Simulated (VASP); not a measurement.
# Si (Fd-3m) in VASP: convergence with nomega

Aim: find how far nomega must go before the results for Si settle, at PBE. This setting moves, with any that are tied to it; all else stays.

Everything below comes from runs of VASP 6.6.1. Logs are shortened: lines on timing, memory, paths and dates and some standing lists are left out, and cuts for length are marked.

**1. Starting point**

The structure is cubic, space group Fd-3m (No. 227). The conventional cell has a = 5.444 Å, b = 5.444 Å, c = 5.444 Å, α = 90.00°, β = 90.00°, γ = 90.00°. Si (site symmetry -43m) has 4 Si at 2.36 Å as nearest neighbours.

**2. With nomega 12**

Input file POSCAR:

```
Si
1.0
    0.0000000000      2.7218511865      2.7218511865
    2.7218511865      0.0000000000      2.7218511865
    2.7218511865      2.7218511865      0.0000000000
Si
2
Direct
    0.5000000000      0.5000000000      0.5000000000
    0.7500000000      0.7500000000      0.7500000000
```

Input file INCAR.step1:

```
ALGO = Normal
EDIFF = 1E-8
ENCUT = 450
GGA = PE
ISMEAR = 0
LASPH = True
LCHARG = False
LREAL = False
LWAVE = True
NELM = 100
PREC = Accurate
SIGMA = 0.01
```

Input file INCAR.step2:

```
ALGO = Exact
EDIFF = 1E-8
ENCUT = 450
GGA = PE
ISMEAR = 0
ISTART = 1
LASPH = True
LCHARG = False
LOPTICS = True
LREAL = False
LWAVE = True
NBANDS = 104
NELM = 1
PREC = Accurate
SIGMA = 0.01
```

Input file INCAR.step3:

```
ALGO = EVGW0
EDIFF = 1E-8
ENCUT = 450
ENCUTGW = 120
GGA = PE
ISMEAR = 0
ISTART = 1
LASPH = True
LCHARG = False
LREAL = False
LWAVE = False
NBANDS = 104
NBANDSGW = 12
NELMGW = 1
NOMEGA = 12
PREC = Accurate
PRECFOCK = Fast
SIGMA = 0.01
```

Input file KPOINTS:

```
k-points
0
Gamma
  3 3 3
```

Potentials or basis: VASP PAW PBE potentials, release 64 (Si_GW).

Started as:

```console
$ cat potpaw_PBE.64/Si_GW/POTCAR > POTCAR
$ cp INCAR.step1 INCAR
$ mpirun -np 1 vasp_std > vasp.out
$ cp INCAR.step2 INCAR
$ mpirun -np 1 vasp_std > vasp.out
$ cp INCAR.step3 INCAR
$ mpirun -np 1 vasp_std > vasp.out
```

Wall time 25 s (1 thread of Intel Xeon 6975P-C (Granite Rapids), shared host); peak memory 0.24 GiB.

What came out:

- Band gap on the k mesh, mean-field level: 0.70 eV, indirect (least direct gap 2.51 eV)
- Quasiparticle gap: 1.28 eV

**3. With nomega 24**

POSCAR is that of step 2.

INCAR.step1 is that of step 2.

INCAR.step2 is that of step 2.

INCAR.step3, as its differences from that of step 2:

```diff
@@ -14,3 +14,3 @@
 NELMGW = 1
-NOMEGA = 12
+NOMEGA = 24
 PREC = Accurate
```

KPOINTS is that of step 2.

Potentials or basis: VASP PAW PBE potentials, release 64 (Si_GW).

Started as:

```console
$ cat potpaw_PBE.64/Si_GW/POTCAR > POTCAR
$ cp INCAR.step1 INCAR
$ mpirun -np 1 vasp_std > vasp.out
$ cp INCAR.step2 INCAR
$ mpirun -np 1 vasp_std > vasp.out
$ cp INCAR.step3 INCAR
$ mpirun -np 1 vasp_std > vasp.out
```

Wall time 31 s (1 thread of Intel Xeon 6975P-C (Granite Rapids), shared host); peak memory 0.24 GiB.

What came out:

- Band gap on the k mesh, mean-field level: 0.70 eV, indirect (least direct gap 2.51 eV)
- Quasiparticle gap: 1.17 eV

**4. With nomega 36**

POSCAR is that of step 3.

INCAR.step1 is that of step 3.

INCAR.step2 is that of step 3.

INCAR.step3, as its differences from that of step 3:

```diff
@@ -14,3 +14,3 @@
 NELMGW = 1
-NOMEGA = 24
+NOMEGA = 36
 PREC = Accurate
```

KPOINTS is that of step 3.

Started as:

```console
$ cat potpaw_PBE.64/Si_GW/POTCAR > POTCAR
$ cp INCAR.step1 INCAR
$ mpirun -np 1 vasp_std > vasp.out
$ cp INCAR.step2 INCAR
$ mpirun -np 1 vasp_std > vasp.out
$ cp INCAR.step3 INCAR
$ mpirun -np 1 vasp_std > vasp.out
```

It took 18 s on 1 thread of Intel Xeon 6975P-C (Granite Rapids), shared host; peak memory 0.24 GiB.

What came out:

| Property | Result |
| --- | --- |
| Band gap on the k mesh, mean-field level | 0.70 eV, indirect (least direct gap 2.51 eV) |
| Quasiparticle gap | 1.17 eV |
| Least direct quasiparticle gap | 3.17 eV |

**5. With nomega 48**

POSCAR is that of step 4.

INCAR.step1 is that of step 4.

INCAR.step2 is that of step 4.

INCAR.step3, as its differences from that of step 4:

```diff
@@ -14,3 +14,3 @@
 NELMGW = 1
-NOMEGA = 36
+NOMEGA = 48
 PREC = Accurate
```

KPOINTS is that of step 4.

Started as:

```console
$ cat potpaw_PBE.64/Si_GW/POTCAR > POTCAR
$ cp INCAR.step1 INCAR
$ mpirun -np 1 vasp_std > vasp.out
$ cp INCAR.step2 INCAR
$ mpirun -np 1 vasp_std > vasp.out
$ cp INCAR.step3 INCAR
$ mpirun -np 1 vasp_std > vasp.out
```

Run time: 16 s. Hardware: 1 thread of Intel Xeon 6975P-C (Granite Rapids), shared host; peak memory 0.24 GiB.

Results:

| Item | Value |
| --- | --- |
| Band gap on the k mesh, mean-field level | 0.70 eV, indirect (least direct gap 2.51 eV) |
| Quasiparticle gap | 1.18 eV |
| Least direct quasiparticle gap | 3.15 eV |

**6. With nomega 72**

POSCAR is that of step 5.

INCAR.step1 is that of step 5.

INCAR.step2 is that of step 5.

INCAR.step3, as its differences from that of step 5:

```diff
@@ -14,3 +14,3 @@
 NELMGW = 1
-NOMEGA = 48
+NOMEGA = 72
 PREC = Accurate
```

KPOINTS is that of step 5.

Potentials or basis: VASP PAW PBE potentials, release 64 (Si_GW).

Started as:

```console
$ cat potpaw_PBE.64/Si_GW/POTCAR > POTCAR
$ cp INCAR.step1 INCAR
$ mpirun -np 1 vasp_std > vasp.out
$ cp INCAR.step2 INCAR
$ mpirun -np 1 vasp_std > vasp.out
$ cp INCAR.step3 INCAR
$ mpirun -np 1 vasp_std > vasp.out
```

Run time: 17 s. Hardware: 1 thread of Intel Xeon 6975P-C (Granite Rapids), shared host; peak memory 0.24 GiB.

Results:

```
Band gap on the k mesh, mean-field level : 0.70 eV, indirect (least direct gap 2.51 eV)
Quasiparticle gap                        : 1.18 eV
Least direct quasiparticle gap           : 3.14 eV
```

**7. With nomega 100**

POSCAR is that of step 6.

INCAR.step1 is that of step 6.

INCAR.step2 is that of step 6.

INCAR.step3, as its differences from that of step 6:

```diff
@@ -14,3 +14,3 @@
 NELMGW = 1
-NOMEGA = 72
+NOMEGA = 100
 PREC = Accurate
```

KPOINTS is that of step 6.

Potentials or basis: VASP PAW PBE potentials, release 64 (Si_GW).

Started as:

```console
$ cat potpaw_PBE.64/Si_GW/POTCAR > POTCAR
$ cp INCAR.step1 INCAR
$ mpirun -np 1 vasp_std > vasp.out
$ cp INCAR.step2 INCAR
$ mpirun -np 1 vasp_std > vasp.out
$ cp INCAR.step3 INCAR
$ mpirun -np 1 vasp_std > vasp.out
```

OUTCAR:

```text
EDIFF = 1E-8
   ENCUT = 450
   ENCUTGW = 120
   GGA = PE
   ISMEAR = 0
   ISTART = 1
   LASPH = True
   LREAL = False
   NELMGW = 1
   PREC = Accurate
   PRECFOCK = Fast

 ion  position               nearest neighbor table
   1  0.500  0.500  0.500-   2 2.36   2 2.36   2 2.36   2 2.36
   2  0.750  0.750  0.750-   1 2.36   1 2.36   1 2.36   1 2.36

  LATTYP: Found a face centered cubic cell.
 ALAT       =     5.4437023730

  Lattice vectors:

 A1 = (   0.0000000000,   2.7218511865,   2.7218511865)
 A2 = (   2.7218511865,   0.0000000000,   2.7218511865)
 A3 = (   2.7218511865,   2.7218511865,   0.0000000000)

Analysis of symmetry for initial positions (statically):
=====================================================================
 Subroutine PRICEL returns:
 Original cell was already a primitive cell.

 Routine SETGRP: Setting up the symmetry group for a
 face centered cubic supercell.

 Subroutine GETGRP returns: Found 48 space group operations
 (whereof 24 operations were pure point group operations)
 out of a pool of 48 trial point group operations.

The static configuration has the point symmetry T_d .
 The point group associated with its full space group is O_h .

Analysis of symmetry for dynamics (positions and initial velocities):
=====================================================================
 Subroutine PRICEL returns:
 Original cell was already a primitive cell.

 Routine SETGRP: Setting up the symmetry group for a
 face centered cubic supercell.

 Subroutine GETGRP returns: Found 48 space group operations
 (whereof 24 operations were pure point group operations)
 out of a pool of 48 trial point group operations.

The dynamic configuration has the point symmetry T_d .
 The point group associated with its full space group is O_h .

 Subroutine INISYM returns: Found 48 space group operations
 (whereof 24 operations are pure point group operations),
 and found     1 'primitive' translations

----------------------------------------------------------------------------------------

                                     Primitive cell

  volume of cell :      40.3295
[... 60 lines left out ...]
   ISTART =      1    job   : 0-new  1-cont  2-samecut
   ICHARG =      0    charge: 1-file 2-atom 10-const
   ISPIN  =      1    spin polarized calculation?
   LNONCOLLINEAR =      F non collinear calculations
   LSORBIT =      F    spin-orbit coupling
   LASPH  =      T    aspherical Exc in radial PAW
   ENCUT  =  450.0 eV  33.07 Ry    5.75 a.u.   6.66  6.66  6.66*2*pi/ulx,y,z
   NELM   =     60;   NELMIN=  2; NELMDL=  0     # of ELM steps
   EDIFF  = 0.1E-07   stopping-criterion for ELM
   LREAL  =      F    real-space projection
   EDIFFG = 0.1E-06   stopping-criterion for IOM
   NSW    =      0    number of steps for IOM
   IBRION =     -1    ionic relax: 0-MD 1-quasi-New 2-CG
   NFREE  =      0    steps in history (QN), initial steepest desc. (CG)
   ISIF   =      0    stress and relaxation
   ISYM   =      3    0-nonsym 1-usesym 2-fastsym
   POTIM  = 0.5000    time-step for ionic-motion
   TEBEG  =    0.0;   TEEND  =   0.0 temperature during run
   PSTRESS=    0.0 pullay stress
   NELECT =       8.0000    total number of electrons
   NUPDOWN=      -1.0000    fix difference up-down
   EMIN   =  10.00;   EMAX   =-10.00  energy-range for DOS
   EFERMI =   0.00;   METHOD = LEGACY
   ISMEAR =     0;   SIGMA  =   0.01  broadening in eV -4-tet -1-fermi 0-gaus
   EFERMI_NEDOS =   21; number of points for ismear=-14 and -15
   IALGO  =     38    algorithm
   IMIX   =      4    mixing-type and parameters
     AMIX     =   0.40;   BMIX     =  1.00
     AMIX_MAG =   1.60;   BMIX_MAG =  1.00
  volume/ion in A,a.u.               =      20.16       136.08
  Fermi-wavevector in a.u.,A,eV,Ry     =   0.954766  1.804247 12.402783  0.911579
  Thomas-Fermi vector in A             =   2.083543
   LORBIT       =      0    0 simple, 1 ext, 2 COOP (PROOUT), +10 PAW based schemes
   GGA     = PE    functional components
   LHFCALC =     T    Hartree Fock is set to
   PRECFOCK=fast      Normal, Fast or Accurate (Low or Medium for compatibility)
   ENCUT4O =  -1.0   cutoff for four orbital integrals eV
   NKREDX  =     1    reduce k-point grid by
   NKREDY  =     1    reduce k-point grid by
   NKREDZ  =     1    reduce k-point grid by
   AEXX    =    1.0000 exact exchange contribution
   HFSCREEN=    0.0000 screening length (either q_TF or 0.3 A-1)
   HFSCREENC=   0.0000 screening length for correlation (either q_TF or 0.3 A-1)
   ENCUTFOCK=  -1.0 apply spherical cutoff to Coloumb kernel
   IVDW    =     0    specifies the selected vdW correction
   LEPSILON=     F    determine dielectric tensor
   LRPA    =     F    only Hartree local field effects (RPA)
   LRPAFORCE           =     F    calculate RPA forces
   ENCUTGW             = 120.0    cutoff for response function in eV
   ENCUTGWSOFT         =  96.0    soft cutoff for Coulomb kernel in GW response function in eV
   ENCUTLF             =  -1.0    cutoff for local field effects
   NELMGW              =     1    number of iterations in solving QP/BSE equation
   NELMHF              =     1    number of iterations in the inner HF iteration
   NKREDLFX            =     1    NKREDLFY  =   1   NKREDLFZ  =   1
 non-spin polarized calculation
 Gauss-broadening in eV      SIGMA  =   0.01
  energy-cutoff  :      450.00
  volume of cell :       40.33
 maximum number of plane-waves:       893
 NGX is ok and might be reduce to    28
  NGX = 16; NGY = 16; NGZ = 16
   NGX = 13   NGY = 13   NGZ = 13
 maximum number of plane-waves:       129

 QP shifts <psi_nk| G(iteration)W_0 |psi_nk>: iteration 1
 for sc-GW calculations column KS-energies equals QP-energies in previous step
 and V_xc(KS)=  KS-energies - (<T + V_ion + V_H > + <T+V_H+V_ion>^1  + <V_x>^1)

 k-point   1 :       0.0000    0.0000    0.0000
  band No.  KS-energies  QP-energies   sigma(KS)   V_xc(KS)     V^pw_x(r,r')   Z            occupation Imag(sigma)

      1      -6.4325      -7.0229     -11.1714     -10.4342     -17.4248       0.8009       2.0000       1.3272
      2       5.5010       5.0325     -12.0379     -11.4221     -13.4294       0.7608       2.0000       0.0125
      3       5.5010       5.0325     -12.0379     -11.4221     -13.4294       0.7608       2.0000       0.0125
      4       5.5010       5.0325     -12.0379     -11.4221     -13.4294       0.7608       2.0000       0.0125
      5       8.0158       8.1680      -9.8645     -10.0709      -5.3656       0.7374       0.0000      -0.0487
      6       8.0158       8.1680      -9.8645     -10.0709      -5.3656       0.7374       0.0000      -0.0487
      7       8.0158       8.1680      -9.8645     -10.0709      -5.3656       0.7374       0.0000      -0.0487
      8       8.7867       9.0709     -10.6593     -11.0339      -5.5737       0.7589       0.0000      -0.0849
      9      13.1689      13.4020      -9.6700      -9.9879      -4.1513       0.7333       0.0000      -0.1610
     10      13.1689      13.4020      -9.6700      -9.9879      -4.1513       0.7333       0.0000      -0.1610
     11      13.4319      13.1147      -7.9748      -7.6090      -2.4805       0.8672       0.0000      -0.3250
     12      16.6688      16.4655      -8.5186      -8.2483      -2.1676       0.7523       0.0000      -0.5758
[... 36 lines left out ...]
      1      -3.1838      -3.6571     -11.5539     -10.9016     -16.4741       0.7256       2.0000       0.5915
      2      -1.2644      -1.7455     -11.5484     -10.8864     -15.5005       0.7266       2.0000       0.3236
      3       1.0888       0.5349     -10.5878      -9.8453     -12.9795       0.7460       2.0000       0.1107
      4       3.3836       2.8708     -11.5008     -10.8165     -13.4271       0.7494       2.0000       0.0395
      5       7.0350       7.0620      -9.1094      -9.1442      -4.7336       0.7771       0.0000      -0.0447
      6      11.2761      11.2947      -9.6769      -9.7014      -4.5675       0.7550       0.0000      -0.1546
      7      11.9137      12.1107      -9.9840     -10.2516      -4.3400       0.7364       0.0000      -0.2027
      8      12.5261      12.6944     -10.2796     -10.5050      -4.6738       0.7468       0.0000      -0.2031
      9      12.8638      13.0137     -10.0552     -10.2605      -4.1378       0.7301       0.0000      -0.2401
     10      13.1278      13.2121      -9.6391      -9.7484      -4.1666       0.7703       0.0000      -0.2378
     11      19.8065      19.6444      -8.8682      -8.6604      -2.3238       0.7802       0.0000      -0.6969
     12      20.3688      20.1243      -8.4932      -8.1740      -2.0224       0.7658       0.0000      -0.7486
```

OUTCAR.step2:

```text
EDIFF = 1E-8
   ENCUT = 450
   GGA = PE
   ISMEAR = 0
[... 612 lines left out ...]
  --------------------------------------------------------------------------------------------------------------
     0.00000    34.62715    34.62715    34.62715    -0.00000    -0.00000    -0.00000
     1.28373    41.95232    41.95232    41.95232    -0.00000    -0.00000    -0.00000
     2.56746   117.95806   117.95806   117.95806    -0.00000    -0.00000    -0.00000
     3.85119   -46.93834   -46.93834   -46.93834     0.00000     0.00000     0.00000
     5.13492   -27.00975   -27.00975   -27.00975     0.00000     0.00000     0.00000
     6.41865   -10.48425   -10.48425   -10.48425     0.00000     0.00000     0.00000
[... 92 lines left out ...]
   125.80560     0.97318     0.97318     0.97318     0.00000     0.00000     0.00000
   127.08933     0.97374     0.97374     0.97374     0.00000     0.00000     0.00000
```

It took 16 s on 1 thread of Intel Xeon 6975P-C (Granite Rapids), shared host; peak memory 0.24 GiB.

What came out:

- Band gap on the k mesh, mean-field level: 0.70 eV, indirect (least direct gap 2.51 eV)
- Quasiparticle gap: 1.17 eV
- Least direct quasiparticle gap: 3.14 eV

**8. Summary**

| nomega | quasiparticle gap at the points computed (eV) | CPU time (s) | peak memory (GiB) |
| --- | --- | --- | --- |
| 12 | 1.281 | 24 | 0.24 |
| 24 | 1.172 | 30 | 0.24 |
| 36 | 1.172 | 17 | 0.24 |
| 48 | 1.185 | 15 | 0.24 |
| 72 | 1.176 | 16 | 0.24 |
| 100 | 1.168 | 15 | 0.24 |

Against the tightest run, the quasiparticle gap at the points computed stays within 0.05 eV from 24 on. The tightest run that finished is the yardstick and may itself not be fully converged.

Caveats: all runs use coarse meshes; bands, screening cutoff and mesh are small and nothing is extrapolated, so the quasiparticle values aren't converged; an odd mesh through Γ misses points on the zone boundary, where band edges often lie.
